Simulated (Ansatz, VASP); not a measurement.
## Ca in VASP and in Ansatz

The input INCAR:

```
SYSTEM = Ca
  PREC = Accurate
  ENCUT = 520
  EDIFF = 1E-7
  ISMEAR = -1
  SIGMA = 0.08
  LREAL = .FALSE.
  LASPH = .TRUE.
  NELM = 60
  ALGO = Normal
  ISIF = 2
  LWAVE = .FALSE.
  LCHARG = .TRUE.
  LELF = .TRUE.
  LVHAR = .TRUE.
  NBANDS = 11
```

File KPOINTS:

```
Automatic mesh
0
G
  12 12 12
  0 0 0
```

POSCAR

```
Ca
1.0
    0.0000000000      2.4271865354      2.4271865354
    2.4271865354      0.0000000000      2.4271865354
    2.4271865354      2.4271865354      0.0000000000
Ca
1
Direct
    0.0000000000      0.0000000000      0.0000000000
```

Input for Ansatz:

```yaml
crystal:
  lattice:
    - [0.0, 2.4271865354, 2.4271865354]
    - [2.4271865354, 0.0, 2.4271865354]
    - [2.4271865354, 2.4271865354, 0.0]
  atoms:
    - { symbol: Ca, position: [0.0, 0.0, 0.0] }
kpoints:
  mp_grid: { grid: [12, 12, 12] }
scf:
  occupations: { method: fermi_dirac, width: 0.08 }
hamiltonian:
  xc: lda
  pseudopotentials: { kind: all_electron, lapw: { basis_error: 0.001 } }
output:
  forces: true
  stress: true
  eigenvalues: true
  populations: true
```

Change from the starting cell: volume scaled by 0.75, LAPW.

Alike in both runs: task single point; functional LDA; k mesh 12 × 12 × 12; occupations fermi-dirac, width 0.08 eV; no spin polarisation.

|  | VASP | Ansatz |
| --- | --- | --- |
| version | VASP 6.6.1 | Ansatz 0.2.0 |
| potentials or method | VASP PAW LDA potentials, release 64 (Ca_sv) | all-electron LAPW, scalar-relativistic |
| plane-wave cutoff (eV) | 520 | see its input |

|  | VASP | Ansatz | Ansatz less VASP |
| --- | --- | --- | --- |
| pressure (GPa) | 8.7 | 8.7 | -0.03 |

Ansatz ran all-electron here, so the differences hold the error of VASP's frozen core and of both bases.
